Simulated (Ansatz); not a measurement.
## What holes 7.0×10^21 cm⁻³ does to GeO2

Take GeO$_{2}$ in the rutile structure (space group P4_2/mnm, No. 136; a = 4.488 Å, c = 2.905 Å) as the base.

The change: hole doping at 7.0×10^21 cm⁻³ (0.410 per cell), with a uniform compensating background at fixed cell and a 300 K Fermi–Dirac width.

The values are results of Kohn–Sham DFT with the PBE functional, run in Ansatz (a quantum-chemistry and plane-wave program) with PAW and 420 eV plane waves, spin-orbit coupling left out, earlier PAW set, not measurements. k-mesh 10×10×16 (Γ-centred); smearing 0.0259 eV (Fermi–Dirac).

| quantity | base | changed | shift |
|---|---|---|---|
| gap between the host's bands | 1.22 eV | 1.40 eV | +0.18 eV |
| gap character | direct at Γ | direct at Γ | – |
| Fermi level relative to the doped band's edge (positive inside the band; to 0.05 eV) | – | +0.60 eV | – |

Final structure:

```yaml
crystal:
  lattice:
    - [4.48837, 0.00000, 0.00000]
    - [0.00000, 4.48837, 0.00000]
    - [0.00000, 0.00000, 2.90531]
  atoms:
    - { symbol: Ge, position: [0.00000, 0.00000, 0.00000] }
    - { symbol: Ge, position: [0.50000, 0.50000, 0.50000] }
    - { symbol: O, position: [0.30641, 0.30641, 0.00000] }
    - { symbol: O, position: [0.80641, 0.19359, 0.50000] }
    - { symbol: O, position: [0.19359, 0.80641, 0.50000] }
    - { symbol: O, position: [0.69359, 0.69359, 0.00000] }
```
Cell charge +0.409702.

Cost of the whole job for the changed cell (relaxation, final SCF and bands): about 50 core-seconds (a rough figure).

Charged cell with a jellium background: band edges are those of the host's band count, energies are not comparable with the neutral cell, and many-body gap narrowing is missing. Stability against distortions was not tested.
